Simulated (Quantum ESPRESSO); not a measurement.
# Canted and collinear textures of FeCo (Wairauite)

The moments of FeCo (Wairauite) start in several directions and relax. Which textures last, and at what energy?

Method: LDA; plane waves with GBRV 1.5 LDA potentials, no spin-orbit coupling, in Quantum ESPRESSO 7.5.

### 1. The starting structure

It takes space group Pm-3m (No. 221, cubic). Conventional cell: a = 2.857 Å, b = 2.857 Å, c = 2.857 Å, α = 90.00°, β = 90.00°, γ = 90.00°. Nearest to Fe lie 8 Co at 2.47 Å. Nearest to Co lie 8 Fe at 2.47 Å. Farther neighbours are not listed.

The cell comes from the Crystallography Open Database.

The settings of this session are cheaper than careful work needs (see the inputs), so it shows what such settings give, not the properties of the crystal.

### 2. Start 1: collinear parallel

pw.in reads:

```
&CONTROL
  calculation = 'scf'
  prefix = 'pwscf'
  outdir = './tmp'
  pseudo_dir = './pseudo'
  disk_io = 'nowf'
/
&SYSTEM
  ibrav = 0
  nat = 2
  ntyp = 2
  ecutwfc = 30
  ecutrho = 210
  nbnd = 48
  occupations = 'smearing'
  smearing = 'fd'
  degauss = 0.00734986
  noncolin = .true.
  starting_magnetization(1) = 0.175
  angle1(1) = 0
  angle2(1) = 0
  starting_magnetization(2) = 0.1176
  angle1(2) = 0
  angle2(2) = 0
/
&ELECTRONS
  conv_thr = 2d-08
  electron_maxstep = 150
  mixing_beta = 0.3
/
ATOMIC_SPECIES
Fe     55.8450 fe_lda_v1.5.uspp.F.UPF
Co     58.9332 co_lda_v1.2.uspp.F.UPF
CELL_PARAMETERS angstrom
   2.8570000000    0.0000000000    0.0000000000
   0.0000000000    2.8570000000    0.0000000000
   0.0000000000    0.0000000000    2.8570000000
ATOMIC_POSITIONS crystal
Fe      0.5000000000    0.5000000000    0.5000000000
Co      0.0000000000    0.0000000000    0.0000000000
K_POINTS automatic
6 6 6 0 0 0
```

Launch:

```
$ OMP_NUM_THREADS=1 mpirun -n 4 pw.x -nk 4 -in pw.in > pw.out
```

The program printed:

```text
Program PWSCF v.7.5 starts

     Message from routine setup:
     using ibrav=0 with symmetry is DISCOURAGED, use correct ibrav instead

     K-points division:     npool     =       4
     Subspace diagonalization in iterative solution of the eigenvalue problem:

     bravais-lattice index     =            0
     lattice parameter (alat)  =       5.3989  a.u.
     unit-cell volume          =     157.3719 (a.u.)^3
     number of atoms/cell      =            2
     number of atomic types    =            2
     number of electrons       =        33.00
     number of Kohn-Sham states=           48
     kinetic-energy cutoff     =      30.0000  Ry
     charge density cutoff     =     210.0000  Ry
     scf convergence threshold =      2.0E-08
     mixing beta               =       0.3000
     number of iterations used =            8  plain     mixing
     Exchange-correlation= SLA  PZ   NOGX NOGC
                           (   1   1   0   0   0   0   0)
     Noncollinear calculation without spin-orbit

     celldm(1)=   5.398948  celldm(2)=   0.000000  celldm(3)=   0.000000
     celldm(4)=   0.000000  celldm(5)=   0.000000  celldm(6)=   0.000000

     crystal axes: (cart. coord. in units of alat)
               a(1) = (   1.000000   0.000000   0.000000 )
               a(2) = (   0.000000   1.000000   0.000000 )
               a(3) = (   0.000000   0.000000   1.000000 )

     reciprocal axes: (cart. coord. in units 2 pi/alat)
               b(1) = (  1.000000  0.000000  0.000000 )
               b(2) = (  0.000000  1.000000  0.000000 )
               b(3) = (  0.000000  0.000000  1.000000 )

     PseudoPot. # 1 for Fe read from file:
     fe_lda_v1.5.uspp.F.UPF
     Pseudo is Ultrasoft + core correction, Zval = 16.0

     PseudoPot. # 2 for Co read from file:
     co_lda_v1.2.uspp.F.UPF
     Pseudo is Ultrasoft + core correction, Zval = 17.0

     atomic species   valence    mass     pseudopotential
     Fe               16.00    55.84500     Fe( 1.00)
     Co               17.00    58.93320     Co( 1.00)

     16 Sym. Ops., with inversion, found

   Cartesian axes

     site n.     atom                  positions (alat units)
         1        Fe     tau(   1) = (   0.5000000   0.5000000   0.5000000  )
         2        Co     tau(   2) = (   0.0000000   0.0000000   0.0000000  )

     number of k points=    40  Fermi-Dirac smearing, width (Ry)=  0.0073
                       cart. coord. in units 2pi/alat
        k(    1) = (   0.0000000   0.0000000   0.0000000), wk =   0.0046296
        k(    2) = (   0.0000000   0.0000000   0.1666667), wk =   0.0092593
        k(    3) = (   0.0000000   0.0000000   0.3333333), wk =   0.0092593
        k(    4) = (   0.0000000   0.0000000  -0.5000000), wk =   0.0046296
        k(    5) = (   0.0000000   0.1666667   0.1666667), wk =   0.0370370
        [... 35 further k-points ...]

     Dense  grid:     8217 G-vectors     FFT dimensions: (  25,  25,  25)

     Smooth grid:     3431 G-vectors     FFT dimensions: (  20,  20,  20)

     Check: negative core charge=   -0.000049
     Generating pointlists ...
     new r_m :   0.3572 (alat units)  1.9287 (a.u.) for type    1
     new r_m :   0.3572 (alat units)  1.9287 (a.u.) for type    2

     Initial potential from superposition of free atoms

     starting charge      31.0000, renormalised to      33.0000

 ==============================================================================
     atom number    1 relative position :    0.5000   0.5000   0.5000
     charge :    14.526989  (integrated on a sphere of radius 0.357)
     magnetization :          0.000000    0.000000    2.531624
     magnetization/charge:    0.000000    0.000000    0.174270
     polar coord.: r, theta, phi [deg] :     2.531624    0.000000  360.000000

 ==============================================================================

 ==============================================================================
     atom number    2 relative position :    0.0000   0.0000   0.0000
     charge :    16.173002  (integrated on a sphere of radius 0.357)
     magnetization :          0.000000    0.000000    1.918413
     magnetization/charge:    0.000000    0.000000    0.118618
     polar coord.: r, theta, phi [deg] :     1.918413    0.000000  360.000000

 ==============================================================================
     Starting wfcs are   52 randomized atomic wfcs

     Self-consistent Calculation

     iteration #  1     ecut=    30.00 Ry     beta= 0.30
     Davidson diagonalization with overlap
     ethr =  1.00E-02,  avg # of iterations =  3.1

     total energy              =    -540.56907959 Ry
     estimated scf accuracy    <      24.24631911 Ry

     total magnetization       =    -0.00     0.00     1.34 Bohr mag/cell
     absolute magnetization    =     1.37 Bohr mag/cell

     iteration #  2     ecut=    30.00 Ry     beta= 0.30
     Davidson diagonalization with overlap
     ethr =  1.00E-02,  avg # of iterations =  3.0

     total energy              =    -547.06875115 Ry
     estimated scf accuracy    <      36.35756657 Ry

     total magnetization       =    -0.00    -0.00     0.67 Bohr mag/cell
     absolute magnetization    =     0.68 Bohr mag/cell

     [... further iterations left out ...]

     iteration # 21     ecut=    30.00 Ry     beta= 0.30
     Davidson diagonalization with overlap
     ethr =  1.56E-09,  avg # of iterations =  1.0

     total energy              =    -548.57992577 Ry
     estimated scf accuracy    <       0.00000008 Ry

     total magnetization       =    -0.00     0.00     4.65 Bohr mag/cell
     absolute magnetization    =     4.77 Bohr mag/cell

     iteration # 22     ecut=    30.00 Ry     beta= 0.30
     Davidson diagonalization with overlap
     ethr =  2.31E-10,  avg # of iterations =  2.0

 ==============================================================================
     atom number    1 relative position :    0.5000   0.5000   0.5000
     charge :    14.359218  (integrated on a sphere of radius 0.357)
     magnetization :          0.000000   -0.000000    2.815110
     magnetization/charge:    0.000000   -0.000000    0.196049
     polar coord.: r, theta, phi [deg] :     2.815110    0.000000  360.000000

 ==============================================================================

 ==============================================================================
     atom number    2 relative position :    0.0000   0.0000   0.0000
     charge :    15.548648  (integrated on a sphere of radius 0.357)
     magnetization :          0.000000   -0.000000    1.857222
     magnetization/charge:    0.000000   -0.000000    0.119446
     polar coord.: r, theta, phi [deg] :     1.857222    0.000000  360.000000

 ==============================================================================

     End of self-consistent calculation

     [... lines left out ...]
     the Fermi energy is    17.2353 ev

!    total energy              =    -548.57992579 Ry
     estimated scf accuracy    <          7.5E-10 Ry
     smearing contrib. (-TS)   =      -0.00354958 Ry
     internal energy E=F+TS    =    -548.57637622 Ry

     The total energy is F=E-TS. E is the sum of the following terms:
     one-electron contribution =    -278.33154209 Ry
     hartree contribution      =     157.99222953 Ry
     xc contribution           =     -61.02099420 Ry
     ewald contribution        =    -367.21606946 Ry

     total magnetization       =     0.00     0.00     4.65 Bohr mag/cell
     absolute magnetization    =     4.77 Bohr mag/cell

     convergence has been achieved in  22 iterations

=------------------------------------------------------------------------------=
   JOB DONE.
=------------------------------------------------------------------------------=
```

The job ended after 11 s (4 MPI ranks of Arm Neoverse V2, shared host; peak memory 0.26 GiB; 45 s of CPU time).

Spin moment in the atom's sphere by atom:

| atom | x (μB) | y (μB) | z (μB) | size |
| --- | --- | --- | --- | --- |
| Fe1 | 0.00 | 0.00 | 2.82 | 2.82 |
| Co2 | 0.00 | 0.00 | 1.86 | 1.86 |

This step gave:

```
smearing term TS       : 0.04829 eV
magnetization          : 0, 0, 4.651 μB
absolute magnetization : 4.774 μB
final state            : ferromagnetic
```

### 3. Start 2: random 2

Changes to pw.in since step 2:

```diff
@@ -19,7 +19,8 @@
   starting_magnetization(1) = 0.175
-  angle1(1) = 0
-  angle2(1) = 0
-  starting_magnetization(2) = 0.1176
-  angle1(2) = 0
-  angle2(2) = 0
+  angle1(1) = 116.356
+  angle2(1) = -155.895
+  starting_magnetization(2) = 0.1177
+  angle1(2) = 110.177
+  angle2(2) = 122.251
+  nosym = .true.
 /
```

The program printed:

```text
     [... lines left out ...]
Program PWSCF v.7.5 starts
     [... lines left out ...]
     number of atoms/cell      =            2
     [... lines left out ...]
     number of electrons       =        33.00
     number of Kohn-Sham states=           48
     kinetic-energy cutoff     =      30.0000  Ry
     charge density cutoff     =     210.0000  Ry
     scf convergence threshold =      2.0E-08
     [... lines left out ...]
     Noncollinear calculation without spin-orbit
     [... lines left out ...]
     No symmetry found
     [... lines left out ...]
     number of k points=   216  Fermi-Dirac smearing, width (Ry)=  0.0073
     [... lines left out ...]
     iteration # 26     ecut=    30.00 Ry     beta= 0.30
     [... lines left out ...]
     atom number    1 relative position :    0.5000   0.5000   0.5000
     [... lines left out ...]
     magnetization :         -2.406603   -0.575536   -1.342279
     [... lines left out ...]
     atom number    2 relative position :    0.0000   0.0000   0.0000
     [... lines left out ...]
     magnetization :         -1.587798   -0.380422   -0.885546
     [... lines left out ...]
     the Fermi energy is    17.2353 ev
!    total energy              =    -548.57992578 Ry
     estimated scf accuracy    <       0.00000002 Ry
     smearing contrib. (-TS)   =      -0.00354865 Ry
     [... lines left out ...]
     total magnetization       =    -3.98    -0.95    -2.22 Bohr mag/cell
     absolute magnetization    =     4.77 Bohr mag/cell
     convergence has been achieved in  26 iterations
```

Wall time 64 s (4 MPI ranks); peak memory 0.37 GiB; 4.3 min of CPU time.

Spin moment in the atom's sphere by atom:

| atom | x (μB) | y (μB) | z (μB) | size |
| --- | --- | --- | --- | --- |
| Fe1 | -2.41 | -0.58 | -1.34 | 2.82 |
| Co2 | -1.59 | -0.38 | -0.89 | 1.86 |

Numbers from this step:

```yaml
smearing_term_ts: 0.04828 eV
magnetization: -3.977, -0.952, -2.218 μB
absolute_magnetization: 4.774 μB
final_state: ferromagnetic
```

Valence density in the ac plane at fractional y = 0.000, with atoms of Co within 0.2 Å of it. It is the smooth field of the valence electrons, not physical close to the nuclei.

Ten steps, logarithmic in the rise over the least value, from '_' (0 e/Å³) to '@' (46 e/Å³), each cell a mean:
```
@@%%**--..__________::==##@@
####++::..__________..--**##
++==--..____________..::--==
::::..________________....::
____________________________
____________________________
____________________________
____________________________
____________________________
....____________________....
----::..______________..::--
****==::____________..--++**
%%%%**--..__________::==##%%
@@%%**--..__________::++##@@
```
Columns run along a (2.9 Å), rows up along c (2.9 Å). Atoms in or near the plane, at fractional coordinates: Co at (0.00, 0.00).

### 4. Start 3: two sublattices 120 degrees apart

Changes to pw.in since step 3:

```diff
@@ -19,8 +19,7 @@
   starting_magnetization(1) = 0.175
-  angle1(1) = 116.356
-  angle2(1) = -155.895
-  starting_magnetization(2) = 0.1177
-  angle1(2) = 110.177
-  angle2(2) = 122.251
-  nosym = .true.
+  angle1(1) = 90
+  angle2(1) = 0
+  starting_magnetization(2) = 0.1176
+  angle1(2) = 90
+  angle2(2) = 119.999
 /
```

The program printed:

```text
     [... lines left out ...]
Program PWSCF v.7.5 starts
     [... lines left out ...]
     number of atoms/cell      =            2
     [... lines left out ...]
     number of electrons       =        33.00
     number of Kohn-Sham states=           48
     kinetic-energy cutoff     =      30.0000  Ry
     charge density cutoff     =     210.0000  Ry
     scf convergence threshold =      2.0E-08
     [... lines left out ...]
     Noncollinear calculation without spin-orbit
     [... lines left out ...]
      4 Sym. Ops., with inversion, found
     [... lines left out ...]
     number of k points=    80  Fermi-Dirac smearing, width (Ry)=  0.0073
     [... lines left out ...]
     iteration # 27     ecut=    30.00 Ry     beta= 0.30
     [... lines left out ...]
     atom number    1 relative position :    0.5000   0.5000   0.5000
     [... lines left out ...]
     magnetization :          2.762087    0.543826    0.000000
     [... lines left out ...]
     atom number    2 relative position :    0.0000   0.0000   0.0000
     [... lines left out ...]
     magnetization :          1.822286    0.358761   -0.000000
     [... lines left out ...]
     the Fermi energy is    17.2353 ev
!    total energy              =    -548.57992579 Ry
     estimated scf accuracy    <          9.2E-09 Ry
     smearing contrib. (-TS)   =      -0.00354904 Ry
     [... lines left out ...]
     total magnetization       =     4.56     0.90     0.00 Bohr mag/cell
     absolute magnetization    =     4.77 Bohr mag/cell
     convergence has been achieved in  27 iterations
```

Wall time 25 s (4 MPI ranks); peak memory 0.29 GiB.

Spin moment in the atom's sphere by atom:

| atom | x (μB) | y (μB) | z (μB) | size |
| --- | --- | --- | --- | --- |
| Fe1 | 2.76 | 0.54 | 0.00 | 2.82 |
| Co2 | 1.82 | 0.36 | 0.00 | 1.86 |

Read from the output:

| Item | Value |
| --- | --- |
| smearing term TS | 0.04829 eV |
| magnetization | 4.564, 0.899, 0 μB |
| absolute magnetization | 4.774 μB |
| final state | ferromagnetic |

### 5. Start 4: random 1

Changes to pw.in since step 4:

```diff
@@ -18,8 +18,9 @@
   noncolin = .true.
-  starting_magnetization(1) = 0.175
-  angle1(1) = 90
-  angle2(1) = 0
+  starting_magnetization(1) = 0.1749
+  angle1(1) = 58.184
+  angle2(1) = 37.49
   starting_magnetization(2) = 0.1176
-  angle1(2) = 90
-  angle2(2) = 119.999
+  angle1(2) = 55.304
+  angle2(2) = -161.631
+  nosym = .true.
 /
```

The program printed:

```text
     [... lines left out ...]
Program PWSCF v.7.5 starts
     [... lines left out ...]
     number of atoms/cell      =            2
     [... lines left out ...]
     number of electrons       =        33.00
     number of Kohn-Sham states=           48
     kinetic-energy cutoff     =      30.0000  Ry
     charge density cutoff     =     210.0000  Ry
     scf convergence threshold =      2.0E-08
     [... lines left out ...]
     Noncollinear calculation without spin-orbit
     [... lines left out ...]
     No symmetry found
     [... lines left out ...]
     number of k points=   216  Fermi-Dirac smearing, width (Ry)=  0.0073
     [... lines left out ...]
     iteration # 39     ecut=    30.00 Ry     beta= 0.30
     [... lines left out ...]
     atom number    1 relative position :    0.5000   0.5000   0.5000
     [... lines left out ...]
     magnetization :          2.095383    1.472148    1.169117
     [... lines left out ...]
     atom number    2 relative position :    0.0000   0.0000   0.0000
     [... lines left out ...]
     magnetization :          1.382436    0.971247    0.771298
     [... lines left out ...]
     the Fermi energy is    17.2353 ev
!    total energy              =    -548.57992579 Ry
     estimated scf accuracy    <          2.8E-09 Ry
     smearing contrib. (-TS)   =      -0.00354967 Ry
     [... lines left out ...]
     total magnetization       =     3.46     2.43     1.93 Bohr mag/cell
     absolute magnetization    =     4.77 Bohr mag/cell
     convergence has been achieved in  39 iterations
```

Run time: 97 s. Hardware: 4 MPI ranks; peak memory 0.37 GiB; 6.5 min of CPU time.

Spin moment in the atom's sphere by atom:

| atom | x (μB) | y (μB) | z (μB) | size |
| --- | --- | --- | --- | --- |
| Fe1 | 2.10 | 1.47 | 1.17 | 2.82 |
| Co2 | 1.38 | 0.97 | 0.77 | 1.86 |

This step gave:

```
smearing term TS       : 0.04830 eV
magnetization          : 3.462, 2.432, 1.932 μB
absolute magnetization : 4.774 μB
final state            : ferromagnetic
```

### 6. What a mistake does

One input was spoiled on purpose, to see how the program answers.

Changes to pw.in since step 5:

```diff
@@ -13,3 +13,3 @@
   ecutrho = 210
-  nbnd = 48
+  nbnd = 26
   occupations = 'smearing'
@@ -17,10 +17,5 @@
   degauss = 0.00734986
-  noncolin = .true.
-  starting_magnetization(1) = 0.1749
-  angle1(1) = 58.184
-  angle2(1) = 37.49
+  nspin = 2
+  starting_magnetization(1) = 0.175
   starting_magnetization(2) = 0.1176
-  angle1(2) = 55.304
-  angle2(2) = -161.631
-  nosym = .true.
 /
@@ -28,4 +23,5 @@
   conv_thr = 2d-08
-  electron_maxstep = 150
-  mixing_beta = 0.3
+  electron_maxstep = 60
+  mixing_beta = 0.003
+  mixing_ndim = 1
 /
```

The program printed:

```text
     [... lines left out ...]
Program PWSCF v.7.5 starts
     [... lines left out ...]
     number of atoms/cell      =            2
     [... lines left out ...]
     number of electrons       =        33.00
     number of Kohn-Sham states=           26
     kinetic-energy cutoff     =      30.0000  Ry
     charge density cutoff     =     210.0000  Ry
     scf convergence threshold =      2.0E-08
     [... lines left out ...]
     48 Sym. Ops., with inversion, found
     [... lines left out ...]
     number of k points=    20  Fermi-Dirac smearing, width (Ry)=  0.0073
     [... lines left out ...]
     iteration # 60     ecut=    30.00 Ry     beta= 0.00
     [... lines left out ...]
     estimated scf accuracy    <       0.00780128 Ry
     total magnetization       =     4.57 Bohr mag/cell
     absolute magnetization    =     4.71 Bohr mag/cell
     [... lines left out ...]
     convergence NOT achieved after  60 iterations: stopping
[key lines of the parts left out:]
total energy              =    -548.58112145 Ry
```

Elapsed: 7.6 s, on 4 MPI ranks; peak memory 0.22 GiB.

Residual by cycle:

cycle, log10 residual and a bar from the least value:
```
        1        2.5 ##############################
        6        1.8 ########################
       12        1.3 ###################
       17        0.8 ###############
       22        0.6 #############
       28        0.4 ############
       33        0.1 #########
       39       -0.2 #######
       44       -0.3 ######
       49       -0.5 ####
       55       -0.9 #
       60       -1.0
```

No converged result was reached; the numbers in the log don't describe the system.

After 60 cycles the residual stands at 0.11, still falling. The cap of 60 cycles in the input ended the loop.

The fault put into the input: mixing far too weak.

### 7. The textures together

Textures, by row:

| start | final state | energy over the lowest (meV a seeded atom) | smallest moment (μB) | largest moment (μB) | net moment (μB a cell) | angles to the first moment (degrees) |
| --- | --- | --- | --- | --- | --- | --- |
| collinear parallel | ferromagnetic | 0 | 1.857 | 2.815 | 4.651 | 0 |
| random 2 | ferromagnetic | 0 | 1.857 | 2.815 | 4.652 | 0 |
| two sublattices 120 degrees apart | ferromagnetic | 0 | 1.857 | 2.815 | 4.651 | 0 |
| random 1 | ferromagnetic | 0 | 1.857 | 2.815 | 4.651 | 0 |

### 8. What came out

```yaml
lowest_start: collinear parallel, random 2, two sublattices 120 degrees apart and random 1
its_final_state: ferromagnetic
its_moments: 1.86 to 2.82 μB
its_net_moment: 4.65 μB a cell
```

**Reading.** No finished start ends non-collinear. The mesh is coarse, so differences of some ten meV can be noise where moments are itinerant. Without spin–orbit coupling only the angles between moments matter. The cell holds only so many moments, so longer spirals cannot form in it. Energies are free energies at an electronic temperature of 1160 K, which lowers moments and differences where the moments are itinerant. The cutoff lies under the 40 Ry that these files are usually run at.

[Logs and program files are shortened in this print: banners, set-up blocks, solver, clock and traceback lines can be left out without a mark of their own.]

[Logs are printed without paths, hosts, clocks, repeated set-up lines and the standing remarks that a program may print on its own settings, such as how far it seeks lower states.]

[Hosts, paths, dates, database ids (printed as entryN), source tags and the programs' standing remarks are cut or masked in the printed files.]

[Where a cell is said to come from a database of computed structures, the database is the Materials Project.]
